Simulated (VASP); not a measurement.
# C (Fd-3m) in VASP: further runs

One crystal, C, is run at these levels: PBE; tasks: G0W0 quasiparticle levels.

All numbers are computed with VASP 6.6.1; they aren't measurements. Logs are shortened: lines on timing, memory, paths and dates and some standing lists are left out, and cuts for length are marked.

### 1 The structure

The structure is cubic, space group Fd-3m (No. 227). Conventional cell: a = 3.567 Å, b = 3.567 Å, c = 3.567 Å, α = 90.00°, β = 90.00°, γ = 90.00°. Around C (site symmetry -43m) lie 4 C at 1.54 Å.

This isn't the form of C at room conditions, which is graphite.

### 2 G0W0 quasiparticle levels, PBE

POSCAR

```
C
1.0
    0.0000000000      1.7833700000      1.7833700000
    1.7833700000      0.0000000000      1.7833700000
    1.7833700000      1.7833700000      0.0000000000
C
2
Direct
    0.7500000000      0.7500000000      0.7500000000
    0.5000000000      0.5000000000      0.5000000000
```

INCAR.step1

```
SYSTEM = C
PREC = Accurate
ENCUT = 450
EDIFF = 1E-8
ISMEAR = 0
SIGMA = 0.01
LREAL = .FALSE.
LASPH = .TRUE.
NELM = 60
ALGO = Normal
LWAVE = .TRUE.
LCHARG = .FALSE.
GGA = PE
```

INCAR.step2

```
SYSTEM = C
PREC = Accurate
ENCUT = 450
EDIFF = 1E-8
ISMEAR = 0
SIGMA = 0.01
LREAL = .FALSE.
LASPH = .TRUE.
NELM = 1
ALGO = Exact
LWAVE = .TRUE.
LCHARG = .FALSE.
GGA = PE
NBANDS = 72
LOPTICS = .TRUE.
ISTART = 1
```

INCAR.step3

```
SYSTEM = C
PREC = Accurate
ENCUT = 450
EDIFF = 1E-8
ISMEAR = 0
SIGMA = 0.01
LREAL = .FALSE.
LASPH = .TRUE.
ALGO = EVGW0
LWAVE = .FALSE.
LCHARG = .FALSE.
GGA = PE
NELMGW = 1
NBANDS = 72
ENCUTGW = 260
NOMEGA = 48
PRECFOCK = Fast
ISTART = 1
NBANDSGW = 12
```

KPOINTS

```
regular mesh
0
G
  5 5 5
  0 0 0
```

Potentials or basis: VASP PAW PBE potentials, release 64 (C_GW).

Launch:

```console
cat potpaw_PBE.64/C_GW/POTCAR > POTCAR
cp INCAR.step1 INCAR
mpirun -np 1 vasp_std > vasp.out
cp INCAR.step2 INCAR
mpirun -np 1 vasp_std > vasp.out
cp INCAR.step3 INCAR
mpirun -np 1 vasp_std > vasp.out
```

OUTCAR:

```text
SYSTEM = C
   PREC = Accurate
   ENCUT = 450
   EDIFF = 1E-8
   ISMEAR = 0
   LREAL = .FALSE.
   LASPH = .TRUE.
   GGA = PE
   NELMGW = 1
   ENCUTGW = 260
   PRECFOCK = Fast
   ISTART = 1

 Found     10 irreducible k-points:

 Following reciprocal coordinates:
            Coordinates               Weight
  0.000000  0.000000  0.000000      1.000000
  0.200000  0.000000  0.000000      8.000000
  0.400000  0.000000  0.000000      8.000000
  0.200000  0.200000  0.000000      6.000000
  0.400000  0.200000  0.000000     24.000000
 -0.400000  0.200000  0.000000     24.000000
   k-points           NKPTS =     10   k-points in BZ     NKDIM =    125   number of bands    NBANDS=     72
   number of dos      NEDOS =    301   number of ions     NIONS =      2
   total plane-waves  NPLWV =   5832
   dimension x,y,z NGX =    18 NGY =   18 NGZ =   18
   dimension x,y,z NGXF=    36 NGYF=   36 NGZF=   36
   ions per type =               2
   NGX,Y,Z   is equivalent  to a cutoff of  11.86, 11.86, 11.86 a.u.
   NGXF,Y,Z  is equivalent  to a cutoff of  23.73, 23.73, 23.73 a.u.
 SYSTEM =  C
   PREC   = accura    normal or accurate (medium, high low for compatibility)
   ISTART =      1    job   : 0-new  1-cont  2-samecut
   ICHARG =      0    charge: 1-file 2-atom 10-const
   ISPIN  =      1    spin polarized calculation?
   LNONCOLLINEAR =      F non collinear calculations
   LSORBIT =      F    spin-orbit coupling
   LASPH  =      T    aspherical Exc in radial PAW
   ENCUT  =  450.0 eV  33.07 Ry    5.75 a.u.   4.36  4.36  4.36*2*pi/ulx,y,z
   NELM   =     60;   NELMIN=  2; NELMDL=  0     # of ELM steps
   EDIFF  = 0.1E-07   stopping-criterion for ELM
   LREAL  =      F    real-space projection
   EDIFFG = 0.1E-06   stopping-criterion for IOM
   NSW    =      0    number of steps for IOM
   IBRION =     -1    ionic relax: 0-MD 1-quasi-New 2-CG
   NFREE  =      0    steps in history (QN), initial steepest desc. (CG)
   ISIF   =      0    stress and relaxation
   ISYM   =      3    0-nonsym 1-usesym 2-fastsym
   POTIM  = 0.5000    time-step for ionic-motion
   TEBEG  =    0.0;   TEEND  =   0.0 temperature during run
   PSTRESS=    0.0 pullay stress
   NELECT =       8.0000    total number of electrons
   NUPDOWN=      -1.0000    fix difference up-down
   EMIN   =  10.00;   EMAX   =-10.00  energy-range for DOS
   EFERMI =   0.00;   METHOD = LEGACY
   ISMEAR =     0;   SIGMA  =   0.01  broadening in eV -4-tet -1-fermi 0-gaus
   EFERMI_NEDOS =   21; number of points for ismear=-14 and -15
   IALGO  =     38    algorithm
   IMIX   =      4    mixing-type and parameters
     AMIX     =   0.40;   BMIX     =  1.00
     AMIX_MAG =   1.60;   BMIX_MAG =  1.00
  volume/ion in A,a.u.               =       5.67        38.28
  Fermi-wavevector in a.u.,A,eV,Ry     =   1.457203  2.753714 28.891161  2.123440
  Thomas-Fermi vector in A             =   2.574032
   LORBIT       =      0    0 simple, 1 ext, 2 COOP (PROOUT), +10 PAW based schemes
   GGA     = PE    functional components
   LHFCALC =     T    Hartree Fock is set to
   PRECFOCK=fast      Normal, Fast or Accurate (Low or Medium for compatibility)
   ENCUT4O =  -1.0   cutoff for four orbital integrals eV
   NKREDX  =     1    reduce k-point grid by
   NKREDY  =     1    reduce k-point grid by
   NKREDZ  =     1    reduce k-point grid by
   AEXX    =    1.0000 exact exchange contribution
   HFSCREEN=    0.0000 screening length (either q_TF or 0.3 A-1)
   HFSCREENC=   0.0000 screening length for correlation (either q_TF or 0.3 A-1)
   ENCUTFOCK=  -1.0 apply spherical cutoff to Coloumb kernel
   IVDW    =     0    specifies the selected vdW correction
   LEPSILON=     F    determine dielectric tensor
   LRPA    =     F    only Hartree local field effects (RPA)
   LRPAFORCE           =     F    calculate RPA forces
   ENCUTGW             = 260.0    cutoff for response function in eV
   ENCUTGWSOFT         = 208.0    soft cutoff for Coulomb kernel in GW response function in eV
   ENCUTLF             =  -1.0    cutoff for local field effects
   NELMGW              =     1    number of iterations in solving QP/BSE equation
   NELMHF              =     1    number of iterations in the inner HF iteration
   NKREDLFX            =     1    NKREDLFY  =   1   NKREDLFZ  =   1
 non-spin polarized calculation
 Gauss-broadening in eV      SIGMA  =   0.01
  energy-cutoff  :      450.00
  volume of cell :       11.34
 maximum number of plane-waves:       259
 NGX is ok and might be reduce to    18
  NGX = 12; NGY = 12; NGZ = 12
   NGX =  9   NGY =  9   NGZ =  9
 maximum number of plane-waves:       113

 QP shifts <psi_nk| G(iteration)W_0 |psi_nk>: iteration 1
 for sc-GW calculations column KS-energies equals QP-energies in previous step
 and V_xc(KS)=  KS-energies - (<T + V_ion + V_H > + <T+V_H+V_ion>^1  + <V_x>^1)

 k-point   1 :       0.0000    0.0000    0.0000
  band No.  KS-energies  QP-energies   sigma(KS)   V_xc(KS)     V^pw_x(r,r')   Z            occupation Imag(sigma)

      1     -11.7054     -13.4630     -17.0877     -14.7739     -25.4185       0.7596       2.0000       1.4633
      2       9.7719       9.0164     -17.7144     -16.7975     -19.2942       0.8240       2.0000       0.0765
      3       9.7719       9.0164     -17.7144     -16.7975     -19.2942       0.8240       2.0000       0.0765
      4       9.7719       9.0164     -17.7144     -16.7975     -19.2942       0.8240       2.0000       0.0765
      5      15.3624      16.3933     -14.2617     -15.5195      -9.2409       0.8196       0.0000      -0.1048
      6      15.3624      16.3933     -14.2617     -15.5195      -9.2409       0.8196       0.0000      -0.1048
      7      15.3624      16.3933     -14.2617     -15.5195      -9.2409       0.8196       0.0000      -0.1048
      8      23.0915      23.9597     -15.2545     -16.3828      -7.7610       0.7695       0.0000      -0.2559
      9      29.0649      29.3314     -11.5265     -11.8580      -4.3201       0.8041       0.0000      -0.3985
     10      36.3037      37.2506     -12.7395     -13.8787      -5.8898       0.8312       0.0000      -0.5943
     11      36.3037      37.2506     -12.7395     -13.8787      -5.8898       0.8312       0.0000      -0.5943
     12      37.3064      37.8536     -10.8467     -11.5041      -3.2555       0.8324       0.0000      -1.0898

 k-point   2 :       0.2000    0.0000    0.0000
  band No.  KS-energies  QP-energies   sigma(KS)   V_xc(KS)     V^pw_x(r,r')   Z            occupation Imag(sigma)
[... 65 lines left out ...]
      1      -5.3368      -6.8836     -17.6340     -15.5778     -24.2369       0.7523       2.0000       0.6614
      2      -2.4104      -3.7979     -16.7423     -14.9240     -22.0028       0.7631       2.0000       0.3610
      3       3.4028       2.2077     -17.2212     -15.7200     -20.5883       0.7961       2.0000       0.1450
      4       5.9352       4.9216     -17.4151     -16.1658     -20.0873       0.8113       2.0000       0.1083
      5      17.0169      17.8085     -13.3034     -14.2652      -7.8289       0.8230       0.0000      -0.1235
      6      20.6241      21.8804     -14.1804     -15.7534      -7.6697       0.7986       0.0000      -0.1753
      7      21.7915      22.8201     -14.6458     -15.9474      -7.8885       0.7903       0.0000      -0.1981
      8      25.0014      26.2043     -14.1218     -15.6852      -6.3076       0.7694       0.0000      -0.3208
      9      28.4789      29.2698     -12.7509     -13.7434      -5.4933       0.7969       0.0000      -0.3707
     10      33.5675      34.3490     -12.2928     -13.2437      -5.1082       0.8218       0.0000      -0.6131
     11      34.4637      35.4785     -13.6219     -14.9336      -4.6411       0.7736       0.0000      -0.8753
     12      39.6460      40.2023     -11.5392     -12.2195      -3.7403       0.8178       0.0000      -1.0054

 [... further k-points ...]
```

Wall time 18 s (1 thread of Intel Xeon 6975P-C (Granite Rapids), shared host); peak memory 0.18 GiB.

These settings aren't checked as converged: the numbers below hold their error.

What came out:

```
Band gap on the k mesh, mean-field level : 4.17 eV, indirect (least direct gap 5.59 eV)
Quasiparticle gap                        : 5.48 eV
Least direct quasiparticle gap           : 7.38 eV
```

Caveat: the k mesh is coarse (spacing up to 0.61 Å⁻¹), so the values aren't converged; bands, screening cutoff and mesh are small and nothing is extrapolated, so the quasiparticle values aren't converged; an odd mesh through Γ misses points on the zone boundary, where band edges often lie.

### 3 G0W0 quasiparticle levels, PBE

POSCAR is that of step 2.

INCAR.step1 is that of step 2.

INCAR.step2, as its differences from that of step 2:

```diff
@@ -13,3 +13,3 @@
 GGA = PE
-NBANDS = 72
+NBANDS = 17
 LOPTICS = .TRUE.
```

INCAR.step3, as its differences from that of step 2:

```diff
@@ -13,4 +13,4 @@
 NELMGW = 1
-NBANDS = 72
-ENCUTGW = 260
+NBANDS = 17
+ENCUTGW = 50
 NOMEGA = 48
```

KPOINTS

```
regular mesh
0
G
  3 3 3
  0 0 0
```

Potentials or basis: VASP PAW PBE potentials, release 64 (C_GW).

Launch:

```console
cat potpaw_PBE.64/C_GW/POTCAR > POTCAR
cp INCAR.step1 INCAR
mpirun -np 1 vasp_std > vasp.out
cp INCAR.step2 INCAR
mpirun -np 1 vasp_std > vasp.out
cp INCAR.step3 INCAR
mpirun -np 1 vasp_std > vasp.out
```

OUTCAR:

```text
SYSTEM = C
   PREC = Accurate
   ENCUT = 450
   EDIFF = 1E-8
   ISMEAR = 0
   LREAL = .FALSE.
   LASPH = .TRUE.
   GGA = PE
   NELMGW = 1
   ENCUTGW = 50
   PRECFOCK = Fast
   ISTART = 1

 Found      4 irreducible k-points:

 Following reciprocal coordinates:
[... 86 lines left out ...]

      1     -11.6473     -12.5673     -15.9780     -14.7556     -25.3472       0.7527       2.0000       1.5572
      2       9.8679      10.3094     -16.2845     -16.8171     -19.9899       0.8288       2.0000       0.1242
      3       9.8679      10.3094     -16.2845     -16.8171     -19.9899       0.8288       2.0000       0.1242
      4       9.8679      10.3094     -16.2845     -16.8171     -19.9899       0.8288       2.0000       0.1242
      5      15.4341      17.2596     -13.2899     -15.5106      -8.7983       0.8221       0.0000      -0.1256
      6      15.4341      17.2596     -13.2899     -15.5106      -8.7983       0.8221       0.0000      -0.1256
      7      15.4341      17.2596     -13.2899     -15.5106      -8.7983       0.8221       0.0000      -0.1256
      8      23.1878      25.0309     -14.0387     -16.3713      -7.5094       0.7901       0.0000      -0.3127
      9      29.1228      29.9854     -10.7258     -11.7768      -4.2105       0.8207       0.0000      -0.4906
     10      36.3294      38.2068     -11.5719     -13.8641      -5.7988       0.8191       0.0000      -0.5672
     11      36.3294      38.2068     -11.5719     -13.8641      -5.7988       0.8191       0.0000      -0.5672
     12      37.3230      38.8365      -9.5767     -11.4342      -3.1747       0.8148       0.0000      -0.9413
[... 36 lines left out ...]
      1      -4.2127      -4.9614     -16.6227     -15.6623     -23.8906       0.7795       2.0000       0.6297
      2      -1.0910      -1.6655     -16.4010     -15.6693     -22.6185       0.7851       2.0000       0.3887
      3       0.4601       0.0253     -15.2757     -14.7311     -20.4133       0.7984       2.0000       0.2729
      4       5.1713       5.1677     -16.0220     -16.0176     -20.5476       0.8133       2.0000       0.1689
      5      16.1747      17.3951     -12.3645     -13.8331      -7.4417       0.8310       0.0000      -0.1411
      6      22.7827      25.2755     -13.1558     -16.2645      -7.3004       0.8019       0.0000      -0.2648
      7      23.3949      25.6219     -13.0184     -15.8044      -6.9698       0.7993       0.0000      -0.2813
      8      24.8609      27.2211     -13.2933     -16.2715      -6.8366       0.7925       0.0000      -0.3464
      9      26.7823      28.3534     -11.8572     -13.7675      -6.2290       0.8224       0.0000      -0.2987
     10      33.5173      35.1151     -11.0002     -12.9221      -5.2095       0.8314       0.0000      -0.5315
     11      34.6985      37.1972     -12.0027     -15.1757      -4.6899       0.7875       0.0000      -0.7893
     12      43.6201      45.3562      -9.9372     -12.0205      -3.2034       0.8333       0.0000      -1.2852
```

OUTCAR.step2:

```text
SYSTEM = C
   PREC = Accurate
   ENCUT = 450
   EDIFF = 1E-8
   ISMEAR = 0
   LREAL = .FALSE.
[... 518 lines left out ...]
     0.00000     9.69633     9.69633     9.69633    -0.00000    -0.00000     0.00000
     0.84786     9.79005     9.79005     9.79005    -0.00000    -0.00000     0.00000
     1.69573    10.09413    10.09413    10.09413    -0.00000    -0.00000     0.00000
     2.54359    10.68344    10.68344    10.68344    -0.00000    -0.00000     0.00000
     3.39146    11.76553    11.76553    11.76553    -0.00000    -0.00000     0.00000
     4.23932    14.04691    14.04691    14.04691    -0.00000    -0.00000     0.00000
[... 92 lines left out ...]
    83.09067     0.83191     0.83191     0.83191     0.00000     0.00000    -0.00000
    83.93853     0.83564     0.83564     0.83564     0.00000     0.00000    -0.00000
```

Wall time 3.3 s (1 thread of Intel Xeon 6975P-C (Granite Rapids), shared host); peak memory 0.11 GiB.

The run converged, but some of its settings lie outside the range that counts as converged, so its numbers aren't taken as properties of the crystal.

Results:

```
Band gap on the k mesh, mean-field level : 4.11 eV, indirect (least direct gap 5.57 eV)
Quasiparticle gap                        : 4.83 eV
Least direct quasiparticle gap           : 6.95 eV
```

Caveat: the k mesh is coarse (spacing up to 1.02 Å⁻¹), so the values aren't converged; bands, screening cutoff and mesh are small and nothing is extrapolated, so the quasiparticle values aren't converged; an odd mesh through Γ misses points on the zone boundary, where band edges often lie.

(Continued in part 2 of 3.)
